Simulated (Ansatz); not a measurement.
**BaTe in Ansatz: convergence with basis error**

Crystal: BaTe.

```
Ba Te
1.0
     0.00000    3.41000    3.41000
     3.41000    0.00000    3.41000
     3.41000    3.41000    0.00000
Ba Te
1 1
Cartesian
  0.0000 0.0000 0.0000
  3.4100 3.4100 3.4100
```

```yaml
Program: Ansatz 0.2.0
Task: convergence study
Functional: PBE
Potentials_or_basis: all-electron LAPW, scalar-relativistic
Cutoff: 83 eV (chosen from the basis error)
Basis_error_allowed: 0.03 eV/atom
k_mesh: 7 × 7 × 7
Occupations: fermi-dirac, width 0.05 eV
Spin: no spin polarisation
```

These are the settings of the first run; the series varies basis error, with any setting tied to it.

Hardware: 1 thread of Arm Neoverse V2 (shared host).

Question: The values tried are 0.03 eV/atom, 0.01 eV/atom, 0.003 eV/atom, 0.001 eV/atom, 0.0003 eV/atom, 0.0001 eV/atom, loosest first. From which on does the energy stay within 1 meV/atom of the tightest run that finished?

Answer: From 0.003 eV/atom on.

```csv
basis error,"energy less the tightest run, at zero smearing (meV/atom)",pressure (GPa),SCF cycles,CPU time (s),peak memory (GiB)
0.03 eV/atom,9.58,3.87,7,2.1,0.21
0.01 eV/atom,2.92,3.83,7,2.8,0.22
0.003 eV/atom,0.86,3.82,7,3.6,0.24
0.001 eV/atom,0.27,3.81,7,4.4,0.26
0.0003 eV/atom,0.06,3.81,7,6,0.29
0.0001 eV/atom,0.00,3.81,7,7.3,0.32
```

Against the tightest run, the pressure stays within 0.1 GPa from 0.03 eV/atom on. The tightest run that finished is the yardstick and may itself not be fully converged.

The runs don't all hold the same shells in valence.
